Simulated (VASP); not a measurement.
# Co in VASP: further runs, part 2 of 2

VASP 6.6.1. Earlier steps stand in the parts before.

## (3) Relaxation of the atoms, PBE+D3(BJ), collinear spin, ferromagnetic start

INCAR

```
SYSTEM = Co
PREC = Accurate
ENCUT = 520
EDIFF = 1E-6
ISMEAR = -1
SIGMA = 0.05
LREAL = .False.
LASPH = .True.
NELM = 150
ALGO = Normal
ISIF = 2
LWAVE = .False.
LCHARG = .False.
ISPIN = 2
MAGMOM = 2 2 2 2 2
LORBIT = 11
LMAXMIX = 4
LDIPOL = .True.
IDIPOL = 3
DIPOL = 0.5 0.5 0.499
GGA = PE
IVDW = 12
IBRION = 2
NSW = 60
EDIFFG = -0.005
```

KPOINTS

```
regular mesh
0
Gamma
  9 9 1
  0 0 0
```

POSCAR

```
Co
1.0
    2.4873648738      0.0000000000      0.0000000000
   -1.2436824369      2.1541211692      0.0000000000
    0.0000000000      0.0000000000     23.1265790068
Co
5
Selective dynamics
Direct
    0.6666666700      0.3333333400      0.3243021805  F F F
    0.3333333300      0.6666666600      0.4086859779  F F F
    0.6666666700      0.3333333400      0.5000000000  T T T
    0.3333333300      0.6666666600      0.5843837973  T T T
    0.6666666700      0.3333333400      0.6756978195  T T T
```

Potentials or basis: VASP PAW PBE potentials, release 64 (Co).

Launch:

```console
> cat potpaw_PBE.64/Co/POTCAR > POTCAR
> mpirun -np 1 vasp_std > vasp.out
```

Run time: 21 min. Hardware: 1 thread of Intel Xeon 6975P-C (Granite Rapids), shared host; peak memory 0.33 GiB.

Results (log left out):

- Free energy: -35.4107 eV
- Energy gained by relaxing: 20.0 meV/atom
- Ionic steps: 23
- Band gap on the k mesh: none (metal or under the smearing width)
- Net moment: 7.97 μB per cell
- Site moments: Co +1.68, +1.59, +1.52, +1.58 μB
- Valence electrons inside the program's atomic spheres: Co 8.15, 8.32, 8.31, 8.16
- Dispersion energy per atom: -0.329 eV

Step by step:
```
step  energy change (eV)  largest force (eV/Å)  pressure (GPa)
   1              0.0000                0.8277           -4.38
   2             -0.0539                0.5087           -4.31
   3             -0.0685                0.2472           -4.02
   4             -0.0686                0.2508           -4.06
   5             -0.0733                0.2571           -3.91
   6             -0.0809                0.2753           -3.45
   7             -0.0857                0.2457           -3.40
   8             -0.0906                0.2496           -3.22
   9             -0.0935                0.1982           -3.12
  10             -0.0981                0.1349           -2.85
  11             -0.0933                0.3073           -2.22
  12             -0.0987                0.1244           -2.70
  13             -0.0997                0.0564           -2.64
  14             -0.0998                0.0563           -2.63
  15             -0.0998                0.0561           -2.62
  16             -0.0999                0.0572           -2.61
  17             -0.0999                0.0588           -2.59
  18             -0.0999                0.0587           -2.59
  19             -0.0999                0.0587           -2.59
  20             -0.0999                0.0572           -2.57
  21             -0.0998                0.0561           -2.53
  22             -0.1000                0.0582           -2.54
  23             -0.1000                0.0563           -2.53
```

Final structure:
```
Co
1.0
     2.48736    0.00000    0.00000
    -1.24368    2.15412    0.00000
     0.00000    0.00000   23.12658
Co
5
Cartesian
  1.2437 0.7180 7.5000
  0.0000 1.4361 9.4515
  1.2437 0.7180 11.4503
  0.0000 1.4361 13.4501
  1.2437 0.7180 15.3930
```

Levels at points of the mesh, in eV from the Fermi level:
Spin up:
```csv
k point,band 22,band 23,band 24,band 25,band 26,band 27,band 28,band 29,band 30,band 31
"(0.00, 0.00, 0.00)",-1.48,-1.48,-1.06,-1.06,-0.88,-0.88,-0.79,-0.79,-0.49,0.27
```
Spin down:
| k point | band 16 | band 17 | band 18 | band 19 | band 20 | band 21 |
| --- | --- | --- | --- | --- | --- | --- |
| (0.00, 0.00, 0.00) | -0.78 | -0.78 | -0.65 | -0.65 | -0.15 | -0.02 |

## (4) Relaxation of the atoms, PBE+D4, collinear spin, ferromagnetic start

INCAR: that of step 3 with these lines changed.

```diff
@@ -21,3 +21,3 @@
 GGA = PE
-IVDW = 12
+IVDW = 13
 IBRION = 2
```

KPOINTS is that of step 3.

POSCAR is that of step 3.

Launch:

```console
> cat potpaw_PBE.64/Co/POTCAR > POTCAR
> mpirun -np 1 vasp_std > vasp.out
```

It took 25 min on 1 thread of Intel Xeon 6975P-C (Granite Rapids), shared host; peak memory 0.3 GiB.

It converged, with:

```
Free energy                                           : -35.5286 eV
Energy gained by relaxing                             : 20.3 meV/atom
Ionic steps                                           : 21
Band gap on the k mesh                                : none (metal or under the smearing width)
Net moment                                            : 7.97 μB per cell
Site moments                                          : Co +1.68, +1.59, +1.52, +1.58 μB
Valence electrons inside the program's atomic spheres : Co 8.15, 8.32, 8.31, 8.16
Dispersion energy per atom                            : -0.353 eV
```

The path:
```
step  energy change (eV)  largest force (eV/Å)  pressure (GPa)
   1              0.0000                0.8291           -4.42
   2             -0.0544                0.5152           -4.35
   3             -0.0691                0.2431           -4.05
   4             -0.0692                0.2508           -4.09
   5             -0.0740                0.2532           -3.95
   6             -0.0819                0.2742           -3.48
   7             -0.0868                0.2410           -3.43
   8             -0.0913                0.2131           -3.32
   9             -0.0873                0.4473           -3.05
  10             -0.0919                0.2457           -3.26
  11             -0.0952                0.1888           -3.15
  12             -0.0997                0.1321           -2.90
  13             -0.0965                0.2809           -2.32
  14             -0.1006                0.1183           -2.74
  15             -0.1015                0.0648           -2.67
  16             -0.1015                0.0649           -2.65
  17             -0.1016                0.0667           -2.62
  18             -0.1016                0.0674           -2.62
  19             -0.1016                0.0679           -2.61
  20             -0.1016                0.0670           -2.59
  21             -0.1017                0.0654           -2.55
```

Final structure:
```yaml
crystal:
  lattice:
    - [2.48736, 0.00000, 0.00000]
    - [-1.24368, 2.15412, 0.00000]
    - [0.00000, 0.00000, 23.12658]
  atoms:
    - { symbol: Co, position: [0.66667, 0.33333, 0.32430] }
    - { symbol: Co, position: [0.33333, 0.66667, 0.40869] }
    - { symbol: Co, position: [0.66667, 0.33333, 0.49507] }
    - { symbol: Co, position: [0.33333, 0.66667, 0.58149] }
    - { symbol: Co, position: [0.66667, 0.33333, 0.66546] }
```

Levels at points of the mesh, in eV from the Fermi level:
Spin up:
```tsv
k point	band 24	band 25	band 26	band 27	band 28	band 29
(0.00, 0.00, 0.00)	-1.06	-1.06	-0.88	-0.88	-0.79	-0.79
```
Spin down:
| k point | band 16 | band 17 | band 18 | band 19 | band 20 | band 21 |
| --- | --- | --- | --- | --- | --- | --- |
| (0.00, 0.00, 0.00) | -0.78 | -0.78 | -0.65 | -0.65 | -0.15 | -0.02 |

## (5) Relaxation of the atoms, PBE+TS, collinear spin, ferromagnetic start

INCAR: that of step 4 with these lines changed.

```diff
@@ -21,3 +21,3 @@
 GGA = PE
-IVDW = 13
+IVDW = 2
 IBRION = 2
```

KPOINTS is that of step 4.

POSCAR is that of step 4.

Launch:

```console
> cat potpaw_PBE.64/Co/POTCAR > POTCAR
> mpirun -np 1 vasp_std > vasp.out
```

Run time: 26 min. Hardware: 1 thread of Intel Xeon 6975P-C (Granite Rapids), shared host; peak memory 0.34 GiB.

Results (log left out):

```
Free energy                                           : -36.6582 eV
Energy gained by relaxing                             : 21.6 meV/atom
Ionic steps                                           : 23
Band gap on the k mesh                                : none (metal or under the smearing width)
Net moment                                            : 7.96 μB per cell
Site moments                                          : Co +1.68, +1.58, +1.51 μB
Valence electrons inside the program's atomic spheres : Co 8.15, 8.32, 8.33, 8.16
Dispersion energy per atom                            : -0.580 eV
```

Step by step:
| step | energy change (eV) | largest force (eV/Å) | pressure (GPa) |
| --- | --- | --- | --- |
| 1 | 0.0000 | 0.7581 | -5.00 |
| 2 | -0.0514 | 0.5363 | -4.89 |
| 3 | -0.0639 | 0.3475 | -4.53 |
| 4 | -0.0652 | 0.3338 | -4.64 |
| 5 | -0.0716 | 0.3352 | -4.46 |
| 6 | -0.0834 | 0.3384 | -3.89 |
| 7 | -0.0675 | 0.5909 | -2.58 |
| 8 | -0.0846 | 0.3565 | -3.63 |
| 9 | -0.0904 | 0.3046 | -3.55 |
| 10 | -0.0992 | 0.3136 | -3.32 |
| 11 | -0.1002 | 0.3528 | -3.19 |
| 12 | -0.1065 | 0.1528 | -3.01 |
| 13 | -0.1079 | 0.0943 | -2.81 |
| 14 | -0.1080 | 0.0671 | -2.86 |
| 15 | -0.1082 | 0.0605 | -2.82 |
| 16 | -0.1082 | 0.0602 | -2.81 |
| 17 | -0.1082 | 0.0614 | -2.80 |
| 18 | -0.1082 | 0.0619 | -2.80 |
| 19 | -0.1082 | 0.0619 | -2.79 |
| 20 | -0.1082 | 0.0609 | -2.77 |
| 21 | -0.1082 | 0.0624 | -2.73 |
| 22 | -0.1082 | 0.0605 | -2.76 |
| 23 | -0.1082 | 0.0608 | -2.75 |

Final structure:
```cif
data_structure
_symmetry_space_group_name_H-M 'P 1'
_symmetry_Int_Tables_number 1
_cell_length_a 2.4874
_cell_length_b 2.4874
_cell_length_c 23.1266
_cell_angle_alpha 90.000
_cell_angle_beta 90.000
_cell_angle_gamma 120.000
_cell_volume 123.91
loop_
_atom_site_label
_atom_site_type_symbol
_atom_site_fract_x
_atom_site_fract_y
_atom_site_fract_z
_atom_site_occupancy
Co1 Co 0.66667 0.33333 0.32430 1
Co2 Co 0.33333 0.66667 0.40869 1
Co3 Co 0.66667 0.33333 0.49455 1
Co4 Co 0.33333 0.66667 0.58046 1
Co5 Co 0.66667 0.33333 0.66444 1
```

Levels at points of the mesh, in eV from the Fermi level:
Spin up:
```csv
k point,band 23,band 24,band 25,band 26,band 27,band 28,band 29,band 30
"(0.00, 0.00, 0.00)",-1.48,-1.05,-1.05,-0.87,-0.87,-0.78,-0.78,-0.49
```
Spin down:
| k point | band 15 | band 16 | band 17 | band 18 | band 19 | band 20 | band 21 | band 22 |
| --- | --- | --- | --- | --- | --- | --- | --- | --- |
| (0.00, 0.00, 0.00) | -0.93 | -0.78 | -0.78 | -0.65 | -0.65 | -0.15 | -0.04 | -0.04 |

Caveat: atom-pairwise D2, TS and ULG terms overbind metals.

## (6) Overview

```tsv
level	gap on the mesh (eV)	moment (μB)
PBE+D3	none	7.97
PBE+D3(BJ)	none	7.97
PBE+D4	none	7.97
PBE+TS	none	7.96
```

Alike in all rows: task relaxation of the atoms; potentials or basis VASP PAW PBE potentials, release 64 (Co); spin collinear, ferromagnetic start; cell atoms relaxed; k mesh 9 × 9 × 1; cutoff (eV) 520; smearing fermi-dirac 0.05 eV.

Caveats: atom-pairwise D2, TS and ULG terms overbind metals (some runs).

Total energies depend on the potentials used, so only differences within one code and one set of settings carry meaning.
